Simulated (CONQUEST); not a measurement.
The system is SnO2 (Cassiterite).

```xyz
6
Lattice="3.1865 0.0000 0.0000 0.0000 4.7380 0.0000 0.0000 0.0000 4.7380" Properties=species:S:1:pos:R:3 pbc="T T T"
Sn    1.5933    2.3690    2.3690
Sn    0.0000    0.0000    0.0000
O     1.5933    0.9140    0.9140
O     0.0000    3.2830    1.4550
O     1.5933    3.8240    3.8240
O     0.0000    1.4550    3.2830
```

- Program: CONQUEST 1.3
- Task: single point
- Functional: PBE
- Potentials or basis: PseudoDojo NC PBE, DZ, grid cutoff 150 Ha
- k mesh: 8 × 6 × 6
- Occupations: fermi-dirac, width 0.05 eV
- Spin: no spin polarisation

On this cell: pressure 17.6 GPa; largest force 0.425 eV/Å; band gap on the k mesh 0.86 eV, direct.

The same run follows on a disturbed copy (atoms moved at random, drawn with an rms of 0.05 Å):

```xyz
6
Lattice="3.1865 0.0000 0.0000 0.0000 4.7380 0.0000 0.0000 0.0000 4.7380" Properties=species:S:1:pos:R:3 pbc="T T T"
Sn    1.5851    2.4140    2.3626
Sn    3.1808    0.0291    0.0463
O     1.6109    0.9225    0.9124
O     0.0109    3.3129    1.4341
O     1.6247    3.8486    3.7522
O     3.1471    1.4522    3.2766
```

**Question.** What does the disturbed cell give?

**Answer.** The energy moves by +19.6 meV/atom; pressure 17.6 GPa; largest force 2.068 eV/Å; band gap on the k mesh 0.75 eV, direct.

Forces on the atoms (eV/Å):
```
Sn  -0.113 -1.064  0.090
Sn   0.722 -0.224 -1.924
O   -0.520  0.812  0.690
O   -0.198 -0.295 -0.080
O   -0.487  0.761  1.170
O    0.619  0.040  0.062
```

Stress tensor (GPa, compression positive):
```
24.79 -1.12  0.88
-1.12 14.34  0.16
 0.88  0.16 13.56
```

Caveats: the atomic basis is small; spin-orbit coupling is left out, which moves the levels of the heavy elements; the basis of atomic orbitals isn't converged, which shifts pressures, moduli and gaps; so large a pressure means that the cell lies far from this level's equilibrium, or that cutoff or potentials fall short (some runs).

A k mesh can miss the band edges.
